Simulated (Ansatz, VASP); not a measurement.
## One calculation of NbSn, two programs

File INCAR:

```
PREC = Accurate ; ENCUT = 520
EDIFF = 1E-6 ; ISMEAR = -1
SIGMA = 0.05 ; LREAL = False
LASPH = True ; NELM = 60
ALGO = Normal ; ISIF = 2
LWAVE = False ; LCHARG = False
GGA = PE ; NBANDS = 35
```

The input KPOINTS:

```
regular mesh
0
Gamma
  8 8 5
```

Contents of POSCAR:

```
NbSn
1.0
    4.0812095804      0.0000000000      0.0000000000
   -2.0406047902      3.5344311799      0.0000000000
    0.0000000000      0.0000000000      5.5991073893
Nb Sn
2 2
Direct
    0.0000000000      0.0000000000      0.0000000000
    0.0000000000      0.0000000000      0.5000000000
    0.3333333300      0.6666666700      0.2500000000
    0.6666666700      0.3333333300      0.7500000000
```

The input input.yaml:

```yaml
crystal:
  lattice:
    - [4.0812095804, 0.0, 0.0]
    - [-2.0406047902, 3.5344311799, 0.0]
    - [0.0, 0.0, 5.5991073893]
  atoms:
    - { symbol: Nb, position: [0.0, 0.0, 0.0] }
    - { symbol: Nb, position: [0.0, 0.0, 0.5] }
    - { symbol: Sn, position: [0.33333333, 0.66666667, 0.25] }
    - { symbol: Sn, position: [0.66666667, 0.33333333, 0.75] }
kpoints:
  mp_grid: { grid: [8, 8, 5] }
scf:
  occupations: { method: fermi_dirac, width: 0.05 }
hamiltonian:
  xc: pbe
  pseudopotentials: { kind: all_electron, lapw: { basis_error: 0.001 } }
output:
  forces: true
  stress: true
  eigenvalues: true
```

Change from the starting cell: volume scaled by 1.02.

Alike in both runs: task single point; functional PBE; k mesh 8 × 8 × 5; occupations fermi-dirac, width 0.05 eV; no spin polarisation.

```csv
,VASP,Ansatz
version,VASP 6.6.1,Ansatz 0.2.0
potentials or method,"VASP PAW PBE potentials, release 64 (Nb_sv, Sn_d)","all-electron LAPW, scalar-relativistic"
plane-wave cutoff (eV),520,see its input
```

VASP gave:

* gap on the k mesh at the Fermi level (eV): none
* pressure (GPa): 23.1
* largest component of the traceless stress (GPa): 8.23

Task: Which values does Ansatz return?

Result: gap on the k mesh at the Fermi level (eV): none; pressure (GPa): 23.3; largest component of the traceless stress (GPa): 8.26.

A gap of «none» marks a metal or a gap that the smearing closes. Ansatz ran all-electron here, so the differences hold the error of VASP's frozen core and of both bases.

Caveats: so large a pressure means that the cell lies far from this level's equilibrium, or that cutoff or potentials fall short (VASP).
